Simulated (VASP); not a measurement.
# HfO2 (P2_1/c) in VASP: further runs, part 3 of 3

VASP 6.6.1. Earlier steps stand in the parts before.

## Step 5: Phonons, LDA

This run uses another cell than the first one, of 11.00 Å³/atom, 0.976 times its volume.

Contents of POSCAR:

```
HfO2
1.0
    5.0307965386      0.0000000000     -0.0092250377
    0.0000000000      5.1252113435      0.0000000000
   -0.8535273622      0.0000000000      5.1206923341
  Hf              O
     4     8
Direct
     0.2779108426208964    0.0424954088229906    0.2079164870006892
     0.7220891573791036    0.5424954088229906    0.2920835129993179
     0.7220891573791036    0.9575045911770094    0.7920835129993108
     0.2779108426208964    0.4575045911770094    0.7079164870006892
     0.4461222663916038    0.7586349417745609    0.4820406676232762
     0.5538777336083960    0.2586349417745609    0.0179593323767238
     0.5538777336083960    0.2413650582254391    0.5179593323767238
     0.4461222663916038    0.7413650582254391    0.9820406676232762
     0.0734987326799373    0.3419573531869919    0.3366732388120481
     0.9265012673200625    0.8419573531869990    0.1633267611879519
     0.9265012673200625    0.6580426468130010    0.6633267611879519
     0.0734987326799373    0.1580426468130080    0.8366732388120481
```

Contents of INCAR.step1:

```
SYSTEM = HfO2
  PREC = Accurate
  ENCUT = 600
  EDIFF = 1E-8
  ISMEAR = 0
  SIGMA = 0.03
  LREAL = .FALSE.
  LASPH = .TRUE.
  NELM = 80
  ALGO = Fast
  ISIF = 3
  LWAVE = .FALSE.
  LCHARG = .FALSE.
  GGA = CA
  KPAR = 4
  IBRION = 2
  NSW = 40
  EDIFFG = -0.002
```

Contents of INCAR.step2:

```
SYSTEM = HfO2
  PREC = Accurate
  ENCUT = 600
  EDIFF = 1E-8
  ISMEAR = 0
  SIGMA = 0.03
  LREAL = .FALSE.
  LASPH = .TRUE.
  NELM = 80
  ALGO = Fast
  ISIF = 2
  LWAVE = .FALSE.
  LCHARG = .FALSE.
  GGA = CA
  KPAR = 4
  IBRION = 6
  NFREE = 2
  POTIM = 0.015
  NSW = 1
```

Contents of KPOINTS:

```
regular mesh
0
G
  6 6 6
  0 0 0
```

Potentials or basis: VASP PAW LDA potentials, release 64 (Hf_pv, O).

On the command line:

```console
$ cat potpaw_LDA.64/Hf_pv/POTCAR potpaw_LDA.64/O/POTCAR > POTCAR
$ cp INCAR.step1 INCAR
$ mpirun -np 4 vasp_std > vasp.out
$ cp CONTCAR POSCAR
$ cp INCAR.step2 INCAR
$ mpirun -np 4 vasp_std > vasp.out
```

OUTCAR:

```text
SYSTEM = HfO2
   PREC = Accurate
   ENCUT = 600
   EDIFF = 1E-8
   ISMEAR = 0
   LREAL = .FALSE.
   LASPH = .TRUE.
   NELM = 80
   ISIF = 2
   GGA = CA
   IBRION = 6
   NFREE = 2
   POTIM = 0.015
   NSW = 1

 ion  position               nearest neighbor table
   1  0.278  0.042  0.208-   9 2.02  10 2.02   5 2.11  12 2.11   6 2.14   8 2.19   7 2.19   3 3.27
[... 1848 lines left out ...]
  y     1.33131     3.43983     1.30040    -4.33115     7.04371    -3.14763
  z    -8.59303     2.35152    -3.24713    -9.06370     3.19006     2.04191
[... 8 lines left out ...]
 INTERNAL STRAIN TENSOR FOR ION   12 for displacements in x,y,z  (eV/Angst):
          X           Y           Z          XY          YZ          ZX
  --------------------------------------------------------------------------------
  x    -0.87676     0.10970     1.40630    -0.76809    -2.93477     3.39621
  y     0.69381     0.62089     0.78953     1.78879    -3.19927    -1.25787
  z     2.11051    -1.10541    10.01458    -4.06679    -0.25592     2.56259

 Eigenvectors and eigenvalues of the dynamical matrix
   1 f  =   23.469953 THz   147.466061 2PiTHz  782.873351 cm-1    97.063881 meV
   2 f  =   22.405979 THz   140.780918 2PiTHz  747.383010 cm-1    92.663642 meV
   3 f  =   20.376647 THz   128.030246 2PiTHz  679.691767 cm-1    84.271001 meV
   4 f  =   20.018626 THz   125.780739 2PiTHz  667.749500 cm-1    82.790349 meV
   5 f  =   19.309667 THz   121.326218 2PiTHz  644.101169 cm-1    79.858331 meV
   6 f  =   18.606785 THz   116.909881 2PiTHz  620.655555 cm-1    76.951447 meV
[... 25 lines left out ...]
  32 f  =    4.069444 THz    25.569071 2PiTHz  135.742044 cm-1    16.829861 meV
  33 f  =    3.842456 THz    24.142864 2PiTHz  128.170543 cm-1    15.891115 meV
  34 f/i=    0.002779 THz     0.017463 2PiTHz    0.092710 cm-1     0.011495 meV
  35 f/i=    0.003044 THz     0.019123 2PiTHz    0.101521 cm-1     0.012587 meV
  36 f/i=    0.003691 THz     0.023194 2PiTHz    0.123134 cm-1     0.015267 meV

 ELASTIC MODULI CONTR FROM IONIC RELAXATION (kBar)
 Direction    XX          YY          ZZ          XY          YZ          ZX
 --------------------------------------------------------------------------------
 XX       -1273.2982    -84.8258   -672.3914     -0.0000      0.0000     13.7641
 YY         -84.8258   -131.0948     -9.6515     -0.0000     -0.0000    -26.6968
 ZZ        -672.3914     -9.6515  -1720.9132      0.0000      0.0000    151.3877
 XY           0.0000     -0.0000      0.0000   -440.0521    101.9174     -0.0000
 YZ           0.0000      0.0000      0.0000    101.9174   -234.9337      0.0000
 ZX          13.7641    -26.6968    151.3877     -0.0000      0.0000   -282.1463
 --------------------------------------------------------------------------------
```

OUTCAR.step1:

```text
SYSTEM = HfO2
   PREC = Accurate
   ENCUT = 600
   EDIFF = 1E-8
   ISMEAR = 0
   LREAL = .FALSE.
   LASPH = .TRUE.
   NELM = 80
[... 1718 lines left out ...]
  -------------------------------------------------------------------------------------
  Total        0.0077249      0.0043366      0.0089734      0.0000000      0.0000000      0.0045706
  in kB        0.0937838      0.0526486      0.1089421      0.0000000      0.0000000      0.0554891
  external PRESSURE =       0.0851248 kB  Pullay stress =       0.0000000 kB
[... 27 lines left out ...]
  FREE ENERGIE OF THE ION-ELECTRON SYSTEM (eV)
  ---------------------------------------------------
  free  energy   TOTEN  =      -132.9960390092 eV

  energy  without entropy=     -132.9960390092  energy(sigma->0) =     -132.99603901

 reached required accuracy - stopping structural energy minimisation
```

OSZICAR.step1:

```text
N       E                     dE             d eps       ncg     rms          rms(c)
DAV:   1     0.625056179692E+03    0.62506E+03   -0.55361E+04  8320   0.190E+03
DAV:   2    -0.116264416224E+03   -0.74132E+03   -0.72532E+03 10692   0.456E+02
DAV:   3    -0.153356484413E+03   -0.37092E+02   -0.36986E+02  9584   0.933E+01
[... 40 lines left out ...]
       N       E                     dE             d eps       ncg     rms          rms(c)
DAV:   1    -0.132996039152E+03   -0.11617E-06   -0.48102E-06 10080   0.120E-02    0.913E-03
RMM:   2    -0.132996039024E+03    0.12851E-06   -0.61496E-07  8320   0.362E-03    0.321E-03
RMM:   3    -0.132996039012E+03    0.11085E-07   -0.73202E-08  8320   0.132E-03    0.824E-04
RMM:   4    -0.132996039009E+03    0.32596E-08   -0.13509E-08  4800   0.554E-04
   4 F= -.13299604E+03 E0= -.13299604E+03  d E =-.272993E-05
```

Wall time 43 min (4 MPI ranks of Intel Xeon Platinum 8488C (Sapphire Rapids), shared host); peak memory 1.1 GiB.

What came out:

```yaml
Highest_phonon_frequency_at_Γ_LO-TO_splitting_left_out: 783 cm⁻¹
```

Phonon frequencies in cm⁻¹ (negative: imaginary):
| q point | frequencies |
| --- | --- |
| (0.000, 0.000, 0.000) | 0 0 0 128 136 138 139 151 171 186 242 247 258 259 261 328 336 350 351 368 397 412 412 418 501 507 519 526 562 581 621 644 668 680 747 783 |

Spin-orbit coupling is left out, which matters for the levels of Hf.

## Step 6: Dielectric tensor, LDA

This run uses another cell than the first one, of 11.00 Å³/atom, 0.976 times its volume.

Contents of INCAR:

```
SYSTEM = HfO2
  PREC = Accurate
  ENCUT = 600
  EDIFF = 1E-8
  ISMEAR = 0
  SIGMA = 0.03
  LREAL = .FALSE.
  LASPH = .TRUE.
  NELM = 80
  ALGO = Fast
  ISIF = 2
  LWAVE = .FALSE.
  LCHARG = .FALSE.
  GGA = CA
  LEPSILON = .TRUE.
  KPAR = 4
```

KPOINTS is that of step 5.

Contents of POSCAR:

```
HfO2                                    
1.0
    5.0305706575      0.0000000000     -0.0091794870
    0.0000000000      5.1248526763      0.0000000000
   -0.8534431469      0.0000000000      5.1204397889
  Hf              O             
     4     8
Direct
     0.2779187591375242    0.0424964240859532    0.2079258632474874
     0.7220812408624758    0.5424964240859533    0.2920741367525198
     0.7220812408624758    0.9575035759140467    0.7920741367525126
     0.2779187591375242    0.4575035759140468    0.7079258632474874
     0.4461256066269617    0.7586382473184257    0.4820377630011635
     0.5538743933730382    0.2586382473184257    0.0179622369988365
     0.5538743933730382    0.2413617526815744    0.5179622369988366
     0.4461256066269617    0.7413617526815743    0.9820377630011634
     0.0734899413280169    0.3419558073955296    0.3366801934941266
     0.9265100586719832    0.8419558073955367    0.1633198065058734
     0.9265100586719832    0.6580441926044633    0.6633198065058734
     0.0734899413280169    0.1580441926044705    0.8366801934941266
```

Potentials or basis: VASP PAW LDA potentials, release 64 (Hf_pv, O).

On the command line:

```console
$ cat potpaw_LDA.64/Hf_pv/POTCAR potpaw_LDA.64/O/POTCAR > POTCAR
$ mpirun -np 4 vasp_std > vasp.out
```

OUTCAR:

```text
SYSTEM = HfO2
   PREC = Accurate
   ENCUT = 600
   EDIFF = 1E-8
   ISMEAR = 0
   LREAL = .FALSE.
   LASPH = .TRUE.
   NELM = 80
   ISIF = 2
   GGA = CA
   LEPSILON = .TRUE.

 ion  position               nearest neighbor table
   1  0.278  0.042  0.208-   9 2.02  10 2.02   5 2.11  12 2.11   6 2.14   8 2.19   7 2.19   3 3.27
                             4 3.36   4 3.36   2 3.38   2 3.38   3 3.38   3 3.48   2 3.87   2 3.87
   2  0.722  0.542  0.292-  10 2.02   9 2.02   6 2.11  11 2.11   5 2.14   7 2.19   8 2.19   4 3.27
                             3 3.36   3 3.36   1 3.38   1 3.38   4 3.38   4 3.48   1 3.87   1 3.87
   3  0.722  0.958  0.792-  11 2.02  12 2.02   7 2.11  10 2.11   8 2.14   6 2.19   5 2.19   1 3.27
                             2 3.36   2 3.36   4 3.38   4 3.38   1 3.38   1 3.48   4 3.87   4 3.87
   4  0.278  0.458  0.708-  12 2.02  11 2.02   8 2.11   9 2.11   7 2.14   5 2.19   6 2.19   2 3.27
                             1 3.36   1 3.36   3 3.38   3 3.38   2 3.38   2 3.48   3 3.87   3 3.87
   5  0.446  0.759  0.482-   1 2.11   2 2.14   4 2.19   3 2.19
   6  0.554  0.259  0.018-   2 2.11   1 2.14   3 2.19   4 2.19
   7  0.554  0.241  0.518-   3 2.11   4 2.14   2 2.19   1 2.19
   8  0.446  0.741  0.982-   4 2.11   3 2.14   1 2.19   2 2.19
   9  0.073  0.342  0.337-   1 2.02   2 2.02   4 2.11
  10  0.927  0.842  0.163-   2 2.02   1 2.02   3 2.11
  11  0.927  0.658  0.663-   3 2.02   4 2.02   2 2.11
  12  0.073  0.158  0.837-   4 2.02   3 2.02   1 2.11

  LATTYP: Found a simple monoclinic cell.
 ALAT       =     5.0305790326
 B/A-ratio  =     1.0187401178
 C/A-ratio  =     1.0319042501
 COS(beta)  =    -0.1662054658

  Lattice vectors:

 A1 = (   5.0305706575,   0.0000000000,  -0.0091794870)
 A2 = (   0.0000000000,   5.1248526763,   0.0000000000)
 A3 = (  -0.8534431469,   0.0000000000,   5.1204397889)

Analysis of symmetry for initial positions (statically):
=====================================================================
 Subroutine PRICEL returns:
 Original cell was already a primitive cell.

 Routine SETGRP: Setting up the symmetry group for a
 simple monoclinic supercell.

 Subroutine GETGRP returns: Found  4 space group operations
 (whereof  2 operations were pure point group operations)
 out of a pool of  4 trial point group operations.

The static configuration has the point symmetry S_2 .
 The point group associated with its full space group is C_2h.

Analysis of symmetry for dynamics (positions and initial velocities):
=====================================================================
 Subroutine PRICEL returns:
 Original cell was already a primitive cell.

 Routine SETGRP: Setting up the symmetry group for a
 simple monoclinic supercell.

 Subroutine GETGRP returns: Found  4 space group operations
 (whereof  2 operations were pure point group operations)
 out of a pool of  4 trial point group operations.

The dynamic configuration has the point symmetry S_2 .
 The point group associated with its full space group is C_2h.

 Subroutine INISYM returns: Found  4 space group operations
 (whereof  2 operations are pure point group operations),
 and found     1 'primitive' translations

----------------------------------------------------------------------------------------

                                     Primitive cell

  volume of cell :     131.9696

[... 1502 lines left out ...]
      0.79392      2.34464      3.62234         0.000434     -0.000273      0.001556
      1.83287      3.88791      2.46415         0.000237      0.000111     -0.000346
      2.77097      1.32548      0.08689        -0.000237      0.000111      0.000346
      2.34425      1.23694      2.64711        -0.000237     -0.000111      0.000346
      1.40615      3.79937      5.02437         0.000237     -0.000111     -0.000346
      0.08236      1.75247      1.72328        -0.001462     -0.000775      0.001040
      4.52149      4.31490      0.82776         0.001462     -0.000775     -0.001040
      4.09477      3.37238      3.38798         0.001462      0.000775     -0.001040
     -0.34436      0.80995      4.28350        -0.001462      0.000775      0.001040
 -----------------------------------------------------------------------------------
    total drift:                                0.000000      0.000000      0.000000

  FREE ENERGIE OF THE ION-ELECTRON SYSTEM (eV)
  ---------------------------------------------------
  free  energy   TOTEN  =      -132.9959761640 eV

  energy  without entropy=     -132.9959761640  energy(sigma->0) =     -132.99597616

 HEAD OF MICROSCOPIC STATIC DIELECTRIC TENSOR (INDEPENDENT PARTICLE, excluding Hartree and local field effects)
 ------------------------------------------------------
           5.259698     0.000000     0.126031
           0.000000     5.250827     0.000000
           0.126000     0.000000     4.924574
 ------------------------------------------------------

 Free energy of the ion-electron system (eV)
  ---------------------------------------------------
  ---------------------------------------------------
  free energy    TOTEN  =        -1.52707238 eV

  energy without entropy =       -1.52707238

------------------------ aborting loop because EDIFF is reached ----------------------------------------

--------------------------------------- Ionic step        2  -------------------------------------------

------------------------ aborting loop because EDIFF is reached ----------------------------------------

--------------------------------------- Ionic step        3  -------------------------------------------

 Free energy of the ion-electron system (eV)
  ---------------------------------------------------
  ---------------------------------------------------
  free energy    TOTEN  =        -1.41244017 eV

  energy without entropy =       -1.41244017

------------------------ aborting loop because EDIFF is reached ----------------------------------------

 PIEZOELECTRIC TENSOR FIELD DIRECTION 3  (e Angst)
 -----------------------------------------------------------------------------
     0.00053  0.00000  0.00140           ( -0.00001  0.00000 -0.00001)
     0.00000 -0.00288  0.00000           (  0.00000 -0.00003  0.00000)
     0.00139  0.00000  0.00113           ( -0.00001  0.00000 -0.00007)

 PIEZOELECTRIC TENSOR FIELD DIRECTION 3  (C/m^2)
 -----------------------------------------------------------------------------
     0.00006  0.00000  0.00017
     0.00000 -0.00035  0.00000
     0.00017  0.00000  0.00014

 MACROSCOPIC STATIC DIELECTRIC TENSOR (including local field effects in DFT)
 ------------------------------------------------------
           5.014564     0.000000     0.143126
           0.000000     5.045555     0.000000
           0.143097     0.000000     4.712837
 ------------------------------------------------------

 PIEZOELECTRIC TENSOR (including local field effects)  for field in x, y, z        (e  Angst)
          XX          YY          ZZ          XY          YZ          ZX
  --------------------------------------------------------------------------------
  x     0.00000     0.00000     0.00000     0.00000     0.00000     0.00000
  y     0.00000     0.00000     0.00000     0.00000     0.00000     0.00000
  z     0.00000     0.00000     0.00000     0.00000     0.00000     0.00000

 PIEZOELECTRIC TENSOR (including local field effects)  for field in x, y, z        (C/m^2)
          XX          YY          ZZ          XY          YZ          ZX
  --------------------------------------------------------------------------------
  x     0.00000     0.00000     0.00000     0.00000     0.00000     0.00000
  y     0.00000     0.00000     0.00000     0.00000     0.00000     0.00000
  z     0.00000     0.00000     0.00000     0.00000     0.00000     0.00000

 BORN EFFECTIVE CHARGES (including local field effects) (in |e|, cummulative output)
 ---------------------------------------------------------------------------------
 ion    1
    1     5.32869    -0.40043     0.22616
    2    -0.12275     5.33357     0.16120
    3     0.23865     0.36114     4.75949
 ion    2
    1     5.32869     0.40043     0.22616
    2     0.12275     5.33357    -0.16120
    3     0.23865    -0.36114     4.75949
 ion    3
    1     5.32869    -0.40043     0.22616
    2    -0.12275     5.33357     0.16120
    3     0.23865     0.36114     4.75949
 ion    4
    1     5.32869     0.40043     0.22616
    2     0.12275     5.33357    -0.16120
    3     0.23865    -0.36114     4.75949
 ion    5
[... 16 lines left out ...]
    1    -2.95169     1.03528    -0.22226
    2     1.28707    -2.59061    -0.64524
    3    -0.19027    -0.63636    -2.22952
 ion   10
    1    -2.95169    -1.03528    -0.22226
    2    -1.28707    -2.59061     0.64524
    3    -0.19027     0.63636    -2.22952
 ion   11
    1    -2.95169     1.03528    -0.22226
    2     1.28707    -2.59061    -0.64524
    3    -0.19027    -0.63636    -2.22952
 ion   12
    1    -2.95169    -1.03528    -0.22226
    2    -1.28707    -2.59061     0.64524
    3    -0.19027     0.63636    -2.22952
```

Run time: 20 min. Hardware: 4 MPI ranks of Intel Xeon Platinum 8488C (Sapphire Rapids), shared host; peak memory 1.6 GiB.

Results:

- Band gap on the k mesh: 3.94 eV, indirect (least direct gap 4.04 eV)
- Electronic dielectric tensor (diagonal): 5.01, 5.05, 4.71
- Born charges (mean of the diagonal): Hf +5.14; O -2.55, -2.59 e

Electronic dielectric tensor:
```
5.01 0.00 0.14
0.00 5.05 0.00
0.14 0.00 4.71
```

Born effective charge tensors (e):
atom 1, Hf
```
 5.33 -0.40  0.23
-0.12  5.33  0.16
 0.24  0.36  4.76
```
atom 2, Hf
```
 5.33  0.40  0.23
 0.12  5.33 -0.16
 0.24 -0.36  4.76
```
atom 3, Hf
```
 5.33 -0.40  0.23
-0.12  5.33  0.16
 0.24  0.36  4.76
```
atom 4, Hf
```
 5.33  0.40  0.23
 0.12  5.33 -0.16
 0.24 -0.36  4.76
```
atom 5, O
```
-2.38  0.09  0.00
 0.16 -2.74  0.35
-0.05  0.42 -2.53
```
atom 6, O
```
-2.38 -0.09  0.00
-0.16 -2.74 -0.35
-0.05 -0.42 -2.53
```
atom 7, O
```
-2.38  0.09  0.00
 0.16 -2.74  0.35
-0.05  0.42 -2.53
```
atom 8, O
```
-2.38 -0.09  0.00
-0.16 -2.74 -0.35
-0.05 -0.42 -2.53
```
atom 9, O
```
-2.95  1.04 -0.22
 1.29 -2.59 -0.65
-0.19 -0.64 -2.23
```
atom 10, O
```
-2.95 -1.04 -0.22
-1.29 -2.59  0.65
-0.19  0.64 -2.23
```
atom 11, O
```
-2.95  1.04 -0.22
 1.29 -2.59 -0.65
-0.19 -0.64 -2.23
```
atom 12, O
```
-2.95 -1.04 -0.22
-1.29 -2.59  0.65
-0.19  0.64 -2.23
```

Caveat: spin-orbit coupling is left out, which moves the levels of the heavy elements.

## Step 7: Overview

```csv
task,level,potentials or basis,cell,by perturbation theory,monkhorst-Pack mesh,gap on the mesh (eV)
dielectric tensor,PBEsol,"VASP PAW PBE potentials, release 64 (Hf_pv, O)","P2_1/c, 11.27 Å³/atom",-,-,3.96
phonons,PBE,"VASP PAW PBE potentials, release 64 (Hf_pv, O)","P2_1/c, 11.66 Å³/atom",no,-,-
dielectric tensor,PBE,"VASP PAW PBE potentials, release 64 (Hf_pv, O)","P2_1/c, 11.66 Å³/atom",-,no,4.03
phonons,LDA,"VASP PAW LDA potentials, release 64 (Hf_pv, O)","P2_1/c, 11.0 Å³/atom",no,-,-
dielectric tensor,LDA,"VASP PAW LDA potentials, release 64 (Hf_pv, O)","P2_1/c, 11.0 Å³/atom",-,no,3.94
```

Alike in all rows: no spin polarisation; k mesh 6 × 6 × 6; cutoff (eV) 600; smearing gaussian 0.03 eV.

Caveats: spin-orbit coupling is left out, which moves the levels of the heavy elements (some runs); the PAW data sets were made with another functional, which shifts forces and pressure a little (some runs).

Total energies depend on the potentials used, so only differences within one code and one set of settings carry meaning.

## Step 8: Comparison with measurements

Step 2. Against the measured gap of HfO2, 5.54 eV (indirect; quoted in “Temperature dependence of self-trapped exciton luminescence in nanostructured hafnia powder”, 2021, arxiv:2112.02602), the calculated 3.96 eV is off by -1.58 eV. Spin-orbit coupling on Hf is left out. The value is that of PBEsol on a finite k mesh, which can miss the band edges, without temperature or zero-point motion. Semilocal functionals fall short of measured gaps as a rule.

Step 4. A measured gap of HfO2 is 5.54 eV (indirect; quoted in “Temperature dependence of self-trapped exciton luminescence in nanostructured hafnia powder”, 2021, arxiv:2112.02602); the calculated 4.03 eV misses it by -1.51 eV. Spin-orbit coupling on Hf is left out. The value is that of PBE on a finite k mesh, which can miss the band edges, without temperature or zero-point motion. Semilocal functionals fall short of measured gaps as a rule.

Step 6. Measured gap of HfO2: 5.54 eV (indirect; quoted in “Temperature dependence of self-trapped exciton luminescence in nanostructured hafnia powder”, 2021, arxiv:2112.02602). This calculation gives 3.94 eV (-1.60 eV). Spin-orbit coupling on Hf is left out. The value is that of LDA on a finite k mesh, which can miss the band edges, without temperature or zero-point motion. Semilocal functionals fall short of measured gaps as a rule.
